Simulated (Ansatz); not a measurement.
# InSe: the cost of one run

Program: Ansatz 0.2.0. Level of theory: DFT PBE+D3(BJ), scalar-relativistic, plane waves, PAW. These are calculated values, not measurements.

The COD entry's cell or inner coordinates are ideal or old and differ from later refinements, so a difference from it is no clean test against experiment.

1 further run of the same task is left out (set aside as unsound or not needed).

## 1. The system as given

Symmetry: R3m, No. 160, trigonal system. Conventional cell: a = 4.000 Å, b = 4.000 Å, c = 25.320 Å, α = 90.00°, β = 90.00°, γ = 120.00°. In (site symmetry 3m) has 3 Se at 2.64 Å and 1 In at 2.82 Å as nearest neighbours. In (site symmetry 3m) has 3 Se at 2.63 Å and 1 In at 2.82 Å as nearest neighbours. Se (site symmetry 3m) has 3 In at 2.64 Å as nearest neighbours. Around Se (site symmetry 3m) lie 3 In at 2.63 Å.

As a file:

```
CELL_PARAMETERS angstrom
2.00000 1.15470 8.44000
-2.00000 1.15470 8.44000
0.00000 -2.30940 8.44000
ATOMIC_POSITIONS crystal
In 0.00000 0.00000 0.00000
In 0.11140 0.11140 0.11140
Se 0.61650 0.61650 0.61650
Se 0.82810 0.82810 0.82810
```

Source of the structure: the Crystallography Open Database.

(A quick probe on a coarse mesh, which set the mesh and smearing, is not shown.)

## 3. Relaxing cell and atoms

Input file input.yaml:

```yaml
crystal:
  lattice:
    - [2.0, 1.1547005384, 8.44]
    - [-2.0, 1.1547005384, 8.44]
    - [0.0, -2.3094010768, 8.44]
  atoms:
    - { symbol: In, position: [0.0, 0.0, 0.0] }
    - { symbol: In, position: [0.1114, 0.1114, 0.1114] }
    - { symbol: Se, position: [0.6165, 0.6165, 0.6165] }
    - { symbol: Se, position: [0.8281, 0.8281, 0.8281] }
basis:
  ecutwfc: 420
kpoints:
  mp_grid: { grid: [6, 6, 6] }
hamiltonian:
  xc: pbe
  dispersion: d3bj
scf:
  occupations: { method: gaussian, width: 0.02 }
output:
  forces: true
  stress: true
  eigenvalues: true
relax:
  adjacent_minimum: "off"
  f_tol: 0.005
  max_steps: 80
  cell: { stress_tol: 0.05 }
```

Started as:

```bash
> ansatz run input.yaml --threads 1 --pin off --max-ram 2560MiB --backend cpu --events-out ev --progress --plain --runs-dir out
```

**Question.** How long does this run take on 1 thread of Intel Xeon Platinum 8488C (Sapphire Rapids), shared host, and how much memory does it need?

About 68 s, with a peak of 0.47 GiB.
